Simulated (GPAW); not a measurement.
TaS2:

```
Ta S
1.0
     3.35000    0.00000    0.00000
    -1.67500    2.90119    0.00000
     0.00000    0.00000    5.86000
Ta S
1 2
Direct
  0.00000 0.00000 0.00000
  0.66667 0.33333 0.75000
  0.33333 0.66667 0.25000
```

```yaml
Program: GPAW 26.7.0
Task: relaxation of cell and atoms
Functional: PBE
Potentials_or_basis: GPAW PAW data sets (gpaw-data 1.2.1)
Cutoff: 600 eV
Basis: pw
k_mesh: 9 × 9 × 5
Occupations: fermi-dirac, width 0.05 eV
Spin: no spin polarisation
```

At the start: pressure 9.5 GPa; volume 18.98 Å³/atom.

Task: Where does the relaxation end?

Result: Over 14 steps the energy falls by 51.4 meV/atom and the volume is 21.94 Å³/atom (+15.6 %); space group P-3m1 (No. 164, to 0.05 Å).

The path:
```csv
step,energy change (eV),largest force (eV/Å),pressure (GPa),volume (Å³)
1,0.0000,1.2821,9.47,56.95
2,-0.0815,0.6707,5.29,57.87
3,-0.1207,0.0443,0.56,59.08
4,-0.1215,0.0871,0.29,59.19
5,-0.1245,0.1789,-0.32,59.57
6,-0.1293,0.2575,-0.84,60.21
7,-0.1376,0.2896,-1.02,61.30
8,-0.1464,0.2043,-0.41,62.61
9,-0.1502,0.0723,0.39,63.58
10,-0.1511,0.0241,0.60,63.97
11,-0.1524,0.0319,0.71,64.62
12,-0.1537,0.0565,0.53,65.36
13,-0.1542,0.0326,0.19,65.75
14,-0.1543,0.0091,0.03,65.82
```

Final structure:
```xyz
3
Lattice="3.3792 0.0000 0.0000 -1.6896 2.9265 0.0000 0.0000 0.0000 6.6555" Properties=species:S:1:pos:R:3 pbc="T T T"
Ta    0.0000    0.0000    0.0000
S     1.6896    0.9755    5.1201
S     0.0000    1.9510    1.5355
```

Caveat: later steps reuse the first step's grids; the volume moved by over 15 % at a fixed basis, so the end points are rough; this functional lacks dispersion, which binds the layers, so the pressure and a relaxed spacing across them are unreliable, and here the layers came unbound; the volume moved by +16 % from the deposited cell, more than functionals usually miss.
